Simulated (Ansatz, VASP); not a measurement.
This is a calculation of Ir for Ansatz 0.2.0.

File input.yaml:

```yaml
crystal:
  lattice:
    - [0.0, 1.9156, 1.9156]
    - [1.9156, 0.0, 1.9156]
    - [1.9156, 1.9156, 0.0]
  atoms:
    - { symbol: Ir, position: [0.0, 0.0, 0.0] }
hamiltonian:
  xc: revpbe
  pseudopotentials: { kind: paw }
  dispersion: d4
kpoints:
  mp_grid: { grid: [12, 12, 12] }
scf:
  occupations: { method: fermi_dirac, width: 0.05 }
output:
  forces: true
  stress: true
relax:
  f_tol: 0.01
  max_steps: 40
  cell: { stress_tol: 0.05 }
```

Potentials or basis: Ansatz PAW.

Run with:

```console
$ ansatz run input.yaml --threads 2 --pin off --max-ram 5632MiB --backend cpu --events-out ev --progress --plain --runs-dir out
```

Task: Translate it to VASP 6.6.1. Potentials there: VASP PAW PBE potentials, release 64 (Ir).

Result: As run (the cutoff follows the program's own potentials):

The input INCAR:

```
ALGO = Normal
EDIFF = 1E-6
EDIFFG = -0.01
ENCUT = 600
GGA = RE
IBRION = 2
ISIF = 3
ISMEAR = -1
IVDW = 13
LASPH = T
LCHARG = F
LREAL = F
LWAVE = F
NELM = 100
NSW = 60
PREC = Accurate
SIGMA = 0.05
```

Contents of KPOINTS:

```
k-points
0
Gamma
  12 12 12
```

Contents of POSCAR:

```
Ir
1.0
    0.0000000000      1.9156000000      1.9156000000
    1.9156000000      0.0000000000      1.9156000000
    1.9156000000      1.9156000000      0.0000000000
Ir
1
Direct
    0.0000000000      0.0000000000      0.0000000000
```

Potentials or basis: VASP PAW PBE potentials, release 64 (Ir).

Run with:

```console
$ cat potpaw_PBE.64/Ir/POTCAR > POTCAR
$ mpirun -np 1 vasp_std > vasp.out
```

Both were run:

|  | VASP | Ansatz | Ansatz less VASP |
| --- | --- | --- | --- |
| relaxed volume (Å³/atom) | 14.01 | 13.98 | -0.022 |
| relaxed cell length with the largest relative difference (Å) | 2.706 | 2.704 | -0.0014 |

The two sets of potentials don't hold the same shells in valence.

Caveats: the PAW data sets were made with another functional, which shifts forces and pressure a little (VASP); pairwise dispersion overbinds metals, which lowers pressure and volume (VASP); the PAW data sets come from PBE, with cores solved anew for the run's functional, which leaves a small shift of forces and pressure (Ansatz). Spin-orbit coupling is left out, which matters for the levels of Ir.
